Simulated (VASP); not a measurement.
# NaCl (Fm-3m) in VASP: notebook

Aim: see how the results for NaCl move with the level of theory and the settings. Levels: PBEsol, PBE. Tasks: band structure, RPA correlation energy, G0W0 quasiparticle levels, evGW quasiparticle levels.

Program: VASP 6.6.1. These are calculated values, not measurements. Logs are shortened: lines on timing, memory, paths and dates and some standing lists are left out, and cuts for length are marked.

## Step 1: Starting point

It takes space group Fm-3m (No. 225, cubic). The conventional cell has a = 5.588 Å, b = 5.588 Å, c = 5.588 Å, α = 90.00°, β = 90.00°, γ = 90.00°. Cl (site symmetry m-3m) is surrounded by 6 Na at 2.79 Å. Na (site symmetry m-3m) is surrounded by 6 Cl at 2.79 Å.

The cell is a database's computed one.

## Step 2: Band structure, PBEsol

Input file POSCAR:

```
NaCl
1.0
    0.0000000000      2.7940632177      2.7940632177
    2.7940632177      0.0000000000      2.7940632177
    2.7940632177      2.7940632177      0.0000000000
Cl Na
1 1
Direct
    0.5000000000      0.5000000000      0.5000000000
    0.0000000000      0.0000000000      0.0000000000
```

Input file INCAR.step1:

```
ALGO = Normal ; EDIFF = 1E-6
ENCUT = 520 ; GGA = PS
ISIF = 2 ; ISMEAR = 0
LASPH = True ; LCHARG = True
LREAL = False ; LWAVE = False
NBANDS = 14 ; NELM = 80
PREC = Accurate ; SIGMA = 0.02
```

Input file KPOINTS.step1:

```
k-points
0
Gamma
  8 8 8
```

Input file INCAR.step2:

```
ALGO = Normal ; EDIFF = 1E-6
ENCUT = 520 ; GGA = PS
ICHARG = 11 ; ISIF = 2
ISMEAR = 0 ; LASPH = True
LCHARG = False ; LREAL = False
LWAVE = False ; NBANDS = 14
NELM = 80 ; PREC = Accurate
SIGMA = 0.05
```

Input file KPOINTS.step2:

```
path GXWKGLUWLK,UX
20
line-mode
reciprocal
 0.0000000000  0.0000000000  0.0000000000  G
 0.5000000000  0.0000000000  0.5000000000  X

 0.5000000000  0.0000000000  0.5000000000  X
 0.5000000000  0.2500000000  0.7500000000  W

 0.5000000000  0.2500000000  0.7500000000  W
 0.3750000000  0.3750000000  0.7500000000  K

 0.3750000000  0.3750000000  0.7500000000  K
 0.0000000000  0.0000000000  0.0000000000  G

 0.0000000000  0.0000000000  0.0000000000  G
 0.5000000000  0.5000000000  0.5000000000  L

 0.5000000000  0.5000000000  0.5000000000  L
 0.6250000000  0.2500000000  0.6250000000  U

 0.6250000000  0.2500000000  0.6250000000  U
 0.5000000000  0.2500000000  0.7500000000  W

 0.5000000000  0.2500000000  0.7500000000  W
 0.5000000000  0.5000000000  0.5000000000  L

 0.5000000000  0.5000000000  0.5000000000  L
 0.3750000000  0.3750000000  0.7500000000  K

 0.6250000000  0.2500000000  0.6250000000  U
 0.5000000000  0.0000000000  0.5000000000  X
```

Potentials or basis: VASP PAW PBE potentials, release 64 (Cl, Na_pv).

Started as:

```console
> cat potpaw_PBE.64/Cl/POTCAR potpaw_PBE.64/Na_pv/POTCAR > POTCAR
> cp INCAR.step1 INCAR
> cp KPOINTS.step1 KPOINTS
> mpirun -np 1 vasp_std > vasp.out
> cp INCAR.step2 INCAR
> cp KPOINTS.step2 KPOINTS
> mpirun -np 1 vasp_std > vasp.out
```

OUTCAR:

```text
EDIFF = 1E-6
   ENCUT = 520
   GGA = PS
   ICHARG = 11
   ISIF = 2
   ISMEAR = 0
   LASPH = True
   LREAL = False
   NELM = 80
   PREC = Accurate

 ion  position               nearest neighbor table
   1  0.500  0.500  0.500-
   2  0.000  0.000  0.000-

  LATTYP: Found a face centered cubic cell.
 ALAT       =     5.5881264354

  Lattice vectors:

 A1 = (   0.0000000000,   2.7940632177,   2.7940632177)
 A2 = (   2.7940632177,   0.0000000000,   2.7940632177)
 A3 = (   2.7940632177,   2.7940632177,   0.0000000000)

Analysis of symmetry for initial positions (statically):
=====================================================================
 Subroutine PRICEL returns:
 Original cell was already a primitive cell.

 Routine SETGRP: Setting up the symmetry group for a
 face centered cubic supercell.

 Subroutine GETGRP returns: Found 48 space group operations
 (whereof 48 operations were pure point group operations)
 out of a pool of 48 trial point group operations.

The static configuration has the point symmetry O_h .

Analysis of symmetry for dynamics (positions and initial velocities):
=====================================================================
 Subroutine PRICEL returns:
 Original cell was already a primitive cell.

 Routine SETGRP: Setting up the symmetry group for a
 face centered cubic supercell.

 Subroutine GETGRP returns: Found 48 space group operations
 (whereof 48 operations were pure point group operations)
 out of a pool of 48 trial point group operations.

The dynamic configuration has the point symmetry O_h .

 Subroutine INISYM returns: Found 48 space group operations
 (whereof 48 operations are pure point group operations),
 and found     1 'primitive' translations

----------------------------------------------------------------------------------------

                                     Primitive cell

  volume of cell :      43.6253

  direct lattice vectors                    reciprocal lattice vectors
     0.000000000  2.794063218  2.794063218    -0.178950854  0.178950854  0.178950854
     2.794063218  0.000000000  2.794063218     0.178950854 -0.178950854  0.178950854
     2.794063218  2.794063218  0.000000000     0.178950854  0.178950854 -0.178950854

  length of vectors
     3.951402097  3.951402097  3.951402097     0.309951972  0.309951972  0.309951972

[... 83 lines left out ...]
   TEBEG  =    0.0;   TEEND  =   0.0 temperature during run
   PSTRESS=    0.0 pullay stress
   NELECT =      14.0000    total number of electrons
   NUPDOWN=      -1.0000    fix difference up-down
   EMIN   =  10.00;   EMAX   =-10.00  energy-range for DOS
   EFERMI =   0.00;   METHOD = LEGACY
   ISMEAR =     0;   SIGMA  =   0.05  broadening in eV -4-tet -1-fermi 0-gaus
   EFERMI_NEDOS =   21; number of points for ismear=-14 and -15
   IALGO  =     38    algorithm
   IMIX   =      4    mixing-type and parameters
     AMIX     =   0.40;   BMIX     =  1.00
     AMIX_MAG =   1.60;   BMIX_MAG =  1.00
  volume/ion in A,a.u.               =      21.81       147.20
  Fermi-wavevector in a.u.,A,eV,Ry     =   1.120825  2.118053 17.092312  1.256249
  Thomas-Fermi vector in A             =   2.257475
   LORBIT       =      0    0 simple, 1 ext, 2 COOP (PROOUT), +10 PAW based schemes
   GGA     = PS    functional components
   LHFCALC =     F    Hartree Fock is set to
   AEXX    =    0.0000 exact exchange contribution
   IVDW    =     0    specifies the selected vdW correction
   LEPSILON=     F    determine dielectric tensor
   LRPA    =     F    only Hartree local field effects (RPA)
 non-spin polarized calculation
 Gauss-broadening in eV      SIGMA  =   0.05
  energy-cutoff  :      520.00
  volume of cell :       43.63
 maximum number of plane-waves:      1227
 NGX is ok and might be reduce to    30

 number of electron      14.0000007 magnetization

 Free energy of the ion-electron system (eV)
  ---------------------------------------------------
  ext. energy  EPLUGINS =         0.00000000
  ---------------------------------------------------
  free energy    TOTEN  =        -7.11275825 eV

  energy without entropy =       -7.11275825  energy(sigma->0) =       -7.11275825

 E-fermi :  -0.3133     XC(G=0):  -8.4561

 val. band max:       -0.6225065480   @ k =   0.0000   0.0000   0.0000
 cond. band min:       4.4124450141   @ k =   0.0000   0.0000   0.0000
 fundamental gap:      5.0349515620
 Fermi energy:        -0.3132774903

 k-point     1 :       0.0000    0.0000    0.0000
  band No.  band energies     occupation
      1     -21.2227      2.00000
      2     -21.2227      2.00000
      3     -21.2227      2.00000
      4     -13.3317      2.00000
      5      -0.6225      2.00000
      6      -0.6225      2.00000
      7      -0.6225      2.00000
      8       4.4124      0.00000
      9      10.4010      0.00000
     10      10.4010      0.00000
     11      10.4010      0.00000
     12      12.6585      0.00000
     13      12.6585      0.00000
     14      14.0774      0.00000
[... 377 lines left out ...]
      1     -21.2462      2.00000
      2     -21.2325      2.00000
      3     -21.2324      2.00000
      4     -12.9048      2.00000
      5      -2.3877      2.00000
      6      -1.2821      2.00000
      7      -1.2704      2.00000
      8       6.9479      0.00000
      9       7.2966      0.00000
     10      10.6485      0.00000
     11      13.7343      0.00000
     12      14.2632      0.00000
     13      15.1127      0.00000
     14      16.5106      0.00000

 [... further k-points ...]

------------------------ aborting loop because EDIFF is reached ----------------------------------------

  FORCE on cell =-STRESS in cart. coord.  units (eV):
  Direction    XX          YY          ZZ          XY          YZ          ZX
  --------------------------------------------------------------------------------------
  -------------------------------------------------------------------------------------
  Total        0.1394036      0.1394036      0.1394036     -0.0000000     -0.0000000      0.0000000
  in kB        5.1197158      5.1197158      5.1197158     -0.0000000     -0.0000000      0.0000000
  external PRESSURE =       5.1197158 kB  Pullay stress =       0.0000000 kB

 VOLUME and BASIS-vectors are now :
 -----------------------------------------------------------------------------
  energy-cutoff  :      520.00
  volume of cell :       43.63
      direct lattice vectors                 reciprocal lattice vectors
     0.000000000  2.794063218  2.794063218    -0.178950854  0.178950854  0.178950854
     2.794063218  0.000000000  2.794063218     0.178950854 -0.178950854  0.178950854
     2.794063218  2.794063218  0.000000000     0.178950854  0.178950854 -0.178950854

 POSITION                                       TOTAL-FORCE (eV/Angst)
 -----------------------------------------------------------------------------------
      2.79406      2.79406      2.79406         0.000000      0.000000      0.000000
      0.00000      0.00000      0.00000        -0.000000      0.000000     -0.000000
 -----------------------------------------------------------------------------------
    total drift:                               -0.000000      0.000000      0.000000

  FREE ENERGIE OF THE ION-ELECTRON SYSTEM (eV)
  ---------------------------------------------------
  free  energy   TOTEN  =        -7.1127582481 eV

  energy  without entropy=       -7.1127582481  energy(sigma->0) =       -7.11275825
```

OSZICAR.step1:

```text
N       E                     dE             d eps       ncg     rms          rms(c)
DAV:   1     0.101416749525E+03    0.10142E+03   -0.70417E+03   832   0.101E+03
DAV:   2     0.124281685849E+01   -0.10017E+03   -0.92456E+02   860   0.276E+02
DAV:   3    -0.701984966076E+01   -0.82627E+01   -0.82077E+01  1058   0.731E+01
DAV:   4    -0.715579866412E+01   -0.13595E+00   -0.13587E+00   920   0.101E+01
DAV:   5    -0.715861781999E+01   -0.28192E-02   -0.28190E-02  1074   0.146E+00    0.192E+00
DAV:   6    -0.700519664571E+01    0.15342E+00   -0.24676E-01   986   0.351E+00    0.138E+00
DAV:   7    -0.699465692773E+01    0.10540E-01   -0.61297E-02  1110   0.164E+00    0.931E-01
DAV:   8    -0.699804353892E+01   -0.33866E-02   -0.74810E-03   956   0.793E-01    0.285E-01
DAV:   9    -0.699793857964E+01    0.10496E-03   -0.19285E-04  1016   0.106E-01    0.174E-01
DAV:  10    -0.699797199786E+01   -0.33418E-04   -0.25874E-04   962   0.106E-01    0.533E-02
DAV:  11    -0.699796389166E+01    0.81062E-05   -0.16160E-05  1040   0.316E-02    0.177E-02
DAV:  12    -0.699796319950E+01    0.69217E-06   -0.28375E-06   950   0.113E-02
   1 F= -.69979632E+01 E0= -.69979632E+01  d E =-.146634E-28
```

It took 34 s on 1 thread of Intel Xeon 6975P-C (Granite Rapids), shared host; peak memory 0.23 GiB.

Results:

```
Band gap on the k mesh  : 5.03 eV, direct
Band gap along the path : 5.03 eV, direct
```

Levels at the corners of the path, in eV from the valence-band top:
```tsv
point	band 4	band 5	band 6	band 7	band 8	band 9	band 10	band 11
Γ	-12.71	0.00	0.00	0.00	5.03	11.02	11.02	11.02
X	-12.28	-1.78	-0.64	-0.64	7.51	7.86	11.32	14.86
X	-12.28	-1.78	-0.64	-0.64	7.51	7.86	11.32	14.86
W	-12.26	-1.27	-1.27	-0.81	8.86	9.60	9.60	11.36
W	-12.26	-1.27	-1.27	-0.81	8.86	9.60	9.60	11.36
K	-12.27	-1.51	-1.20	-0.53	8.15	8.99	10.52	12.82
K	-12.27	-1.51	-1.20	-0.53	8.15	8.99	10.52	12.82
Γ	-12.71	0.00	0.00	0.00	5.03	11.02	11.02	11.02
Γ	-12.71	0.00	0.00	0.00	5.03	11.02	11.02	11.02
L	-12.33	-2.06	-0.29	-0.29	7.12	10.72	10.93	10.93
L	-12.33	-2.06	-0.29	-0.29	7.12	10.72	10.93	10.93
U	-12.27	-1.51	-1.20	-0.53	8.15	8.99	10.52	12.82
U	-12.27	-1.51	-1.20	-0.53	8.15	8.99	10.52	12.82
W	-12.26	-1.27	-1.27	-0.81	8.86	9.60	9.60	11.36
W	-12.26	-1.27	-1.27	-0.81	8.86	9.60	9.60	11.36
L	-12.33	-2.06	-0.29	-0.29	7.12	10.72	10.93	10.93
L	-12.33	-2.06	-0.29	-0.29	7.12	10.72	10.93	10.93
K	-12.27	-1.51	-1.20	-0.53	8.15	8.99	10.52	12.82
U	-12.27	-1.51	-1.20	-0.53	8.15	8.99	10.52	12.82
X	-12.28	-1.78	-0.64	-0.64	7.51	7.86	11.32	14.86
```

Caveat: the log is that of the step along the path at fixed density, whose energy, stress, charges and moments have no meaning; the PAW data sets were made with another functional, which shifts forces and pressure a little.

## Step 3: RPA correlation energy, PBE

POSCAR is that of step 2.

Input file INCAR.step1:

```
ALGO = Normal
EDIFF = 1E-8
ENCUT = 400
GGA = PE
ISMEAR = 0
LASPH = True
LCHARG = False
LREAL = False
LWAVE = True
NELM = 100
PREC = Accurate
SIGMA = 0.05
```

Input file INCAR.step2:

```
AEXX = 1.0
AGGAC = 0.0
ALDAC = 0.0
ALGO = EIGENVAL
EDIFF = 1E-8
ENCUT = 400
GGA = PE
ISMEAR = 0
ISTART = 1
LASPH = True
LCHARG = False
LHFCALC = True
LREAL = False
LWAVE = False
NELM = 1
PREC = Accurate
PRECFOCK = Fast
SIGMA = 0.05
```

Input file INCAR.step3:

```
ALGO = Exact
EDIFF = 1E-8
ENCUT = 400
GGA = PE
ISMEAR = 0
ISTART = 1
LASPH = True
LCHARG = False
LOPTICS = True
LREAL = False
LWAVE = True
NBANDS = 821
NELM = 1
PREC = Accurate
SIGMA = 0.05
```

Input file INCAR.step4:

```
ALGO = ACFDT
EDIFF = 1E-8
ENCUT = 400
ENCUTGW = 200
GGA = PE
ISMEAR = 0
ISTART = 1
LASPH = True
LCHARG = False
LREAL = False
LWAVE = False
NBANDS = 821
NELM = 100
NOMEGA = 12
PREC = Accurate
PRECFOCK = Fast
SIGMA = 0.05
```

Input file KPOINTS:

```
k-points
0
Gamma
  3 3 3
```

Potentials or basis: VASP PAW PBE potentials, release 64 (Cl_GW, Na_sv_GW).

Started as:

```console
> cat potpaw_PBE.64/Cl_GW/POTCAR potpaw_PBE.64/Na_sv_GW/POTCAR > POTCAR
> cp INCAR.step1 INCAR
> mpirun -np 1 vasp_std > vasp.out
> cp INCAR.step2 INCAR
> mpirun -np 1 vasp_std > vasp.out
> cp INCAR.step3 INCAR
> mpirun -np 1 vasp_std > vasp.out
> cp INCAR.step4 INCAR
> mpirun -np 1 vasp_std > vasp.out
```

OUTCAR:

```text
EDIFF = 1E-8
   ENCUT = 400
   ENCUTGW = 200
   GGA = PE
   ISMEAR = 0
   ISTART = 1
   LASPH = True
   LREAL = False
   NELM = 100
   PREC = Accurate
   PRECFOCK = Fast

 ion  position               nearest neighbor table
   1  0.500  0.500  0.500-
   2  0.000  0.000  0.000-

  LATTYP: Found a face centered cubic cell.
 ALAT       =     5.5881264354

  Lattice vectors:

 A1 = (   0.0000000000,   2.7940632177,   2.7940632177)
 A2 = (   2.7940632177,   0.0000000000,   2.7940632177)
 A3 = (   2.7940632177,   2.7940632177,   0.0000000000)

Analysis of symmetry for initial positions (statically):
=====================================================================
 Subroutine PRICEL returns:
 Original cell was already a primitive cell.

 Routine SETGRP: Setting up the symmetry group for a
 face centered cubic supercell.

 Subroutine GETGRP returns: Found 48 space group operations
 (whereof 48 operations were pure point group operations)
 out of a pool of 48 trial point group operations.

The static configuration has the point symmetry O_h .
[... 102 lines left out ...]
   PSTRESS=    0.0 pullay stress
   NELECT =      16.0000    total number of electrons
   NUPDOWN=      -1.0000    fix difference up-down
   EMIN   =  10.00;   EMAX   =-10.00  energy-range for DOS
   EFERMI =   0.00;   METHOD = LEGACY
   ISMEAR =     0;   SIGMA  =   0.05  broadening in eV -4-tet -1-fermi 0-gaus
   EFERMI_NEDOS =   21; number of points for ismear=-14 and -15
   IALGO  =     38    algorithm
   IMIX   =      4    mixing-type and parameters
     AMIX     =   0.40;   BMIX     =  1.00
     AMIX_MAG =   1.60;   BMIX_MAG =  1.00
  volume/ion in A,a.u.               =      21.81       147.20
  Fermi-wavevector in a.u.,A,eV,Ry     =   1.171841  2.214458 18.683667  1.373211
  Thomas-Fermi vector in A             =   2.308278
   LORBIT       =      0    0 simple, 1 ext, 2 COOP (PROOUT), +10 PAW based schemes
   GGA     = PE    functional components
   LHFCALC =     T    Hartree Fock is set to
   PRECFOCK=fast      Normal, Fast or Accurate (Low or Medium for compatibility)
   ENCUT4O =  -1.0   cutoff for four orbital integrals eV
   NKREDX  =     1    reduce k-point grid by
   NKREDY  =     1    reduce k-point grid by
   NKREDZ  =     1    reduce k-point grid by
   AEXX    =    1.0000 exact exchange contribution
   HFSCREEN=    0.0000 screening length (either q_TF or 0.3 A-1)
   HFSCREENC=   0.0000 screening length for correlation (either q_TF or 0.3 A-1)
   ENCUTFOCK=  -1.0 apply spherical cutoff to Coloumb kernel
   IVDW    =     0    specifies the selected vdW correction
   LEPSILON=     F    determine dielectric tensor
   LRPA    =     F    only Hartree local field effects (RPA)
   LRPAFORCE           =     F    calculate RPA forces
   ENCUTGW             = 200.0    cutoff for response function in eV
   ENCUTGWSOFT         = 160.0    soft cutoff for Coulomb kernel in GW response function in eV
   ENCUTLF             =  -1.0    cutoff for local field effects
   NELMGW              =     1    number of iterations in solving QP/BSE equation
   NELMHF              =     1    number of iterations in the inner HF iteration
   NKREDLFX            =     1    NKREDLFY  =   1   NKREDLFZ  =   1
 non-spin polarized calculation
 Gauss-broadening in eV      SIGMA  =   0.05
  energy-cutoff  :      400.00
  volume of cell :       43.63
 maximum number of plane-waves:       821
 NGX is ok and might be reduce to    28
  NGX = 16; NGY = 16; NGZ = 16
   NGX = 13   NGY = 13   NGZ = 13
 maximum number of plane-waves:       287

      cutoff energy     smooth cutoff   RPA   correlation   Hartree contr. to MP2
---------------------------------------------------------------------------------
            200.000           160.000      -15.4121972085      -21.2304047562
            190.476           152.381      -15.1332495657      -20.8689651291
            181.406           145.125      -14.8422285031      -20.4927986631
            172.768           138.214      -14.5447085262      -20.1089010299
            164.541           131.632      -14.2439204895      -19.7218582666
            156.705           125.364      -13.9371081950      -19.3288567832
            149.243           119.394      -13.6175187880      -18.9207174491
            142.136           113.709      -13.3023916242      -18.5195289326
  linear regression
  converged value                          -18.5130385871      -25.2105323922
```

OUTCAR.step1:

```text
EDIFF = 1E-8
   ENCUT = 400
   GGA = PE
   ISMEAR = 0
   LASPH = True
[... 259 lines left out ...]
 -----------------------------------------------------------------------------------
      2.79406      2.79406      2.79406        -0.000000     -0.000000     -0.000000
      0.00000      0.00000      0.00000         0.000000      0.000000      0.000000
 -----------------------------------------------------------------------------------
    total drift:                                0.000000      0.000000      0.000000

  FREE ENERGIE OF THE ION-ELECTRON SYSTEM (eV)
  ---------------------------------------------------
  free  energy   TOTEN  =        -8.8261319234 eV

  energy  without entropy=       -8.8261319234  energy(sigma->0) =       -8.82613192
```

It took 3.4 min on 1 thread of AMD EPYC 9R45 (Zen 5), shared host; peak memory 0.43 GiB.

What came out:

* Band gap on the k mesh, mean-field level: 5.21 eV, direct
* RPA correlation energy: -9.257 eV/atom
* RPA total energy per cell: -32.881 eV
* RPA correlation energy per cell: -18.513 eV

Levels at points of the mesh, in eV from the valence-band top:
```
           k point  band 6  band 7  band 8  band 9  band 10  band 11
(0.00, 0.00, 0.00)    0.00    0.00    0.00    5.21    11.05    11.05
```

Caveat: the k mesh is coarse (spacing up to 0.65 Å⁻¹), so the values aren't converged; the cutoff is under 1.25 times the usual one of these potentials, so pressure, stress and relaxed cells hold a basis-set (Pulay) error.

(Part 1 of 3 ends here.)
